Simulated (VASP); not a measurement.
Here is a VASP 6.6.1 calculation.

File INCAR:

```
SYSTEM = Ag
PREC = Accurate
ENCUT = 300
EDIFF = 1E-7
ISMEAR = 0
SIGMA = 0.1
LREAL = .FALSE.
LASPH = .TRUE.
NELM = 100
ALGO = Normal
ISIF = 3
LWAVE = .FALSE.
LCHARG = .FALSE.
GGA = PS
IBRION = 2
NSW = 90
EDIFFG = -0.005
```

KPOINTS

```
Automatic mesh
0
G
  18 18 18
  0 0 0
```

POSCAR

```
Ag
1.0
   -1.6229757800      1.6229757800      1.6229757800
    1.6229757800     -1.6229757800      1.6229757800
    1.6229757800      1.6229757800     -1.6229757800
Ag
1
Direct
    0.0000000000      0.0000000000      0.0000000000
```

Potentials or basis: VASP PAW PBE potentials, release 64 (Ag).

Run with:

```bash
$ cat potpaw_PBE.64/Ag/POTCAR > POTCAR
$ mpirun -np 1 vasp_std > vasp.out
```

Problem. Estimate the space group after relaxing (to 0.05 Å).

Solution. Im-3m (No. 229).

Problem. Predict the band gap on the k mesh.

Solution. None (metal or under the smearing width).

Problem. Estimate the relaxed cell.

Solution. a = 2.789 Å, b = 2.789 Å, c = 2.789 Å, α = 109.47°, β = 109.47°, γ = 109.47°.

Final structure:
```cif
data_structure
_symmetry_space_group_name_H-M 'P 1'
_symmetry_Int_Tables_number 1
_cell_length_a 2.7890
_cell_length_b 2.7890
_cell_length_c 2.7890
_cell_angle_alpha 109.471
_cell_angle_beta 109.471
_cell_angle_gamma 109.471
_cell_volume 16.70
loop_
_atom_site_label
_atom_site_type_symbol
_atom_site_fract_x
_atom_site_fract_y
_atom_site_fract_z
_atom_site_occupancy
Ag1 Ag 0.00000 0.00000 0.00000 1
```
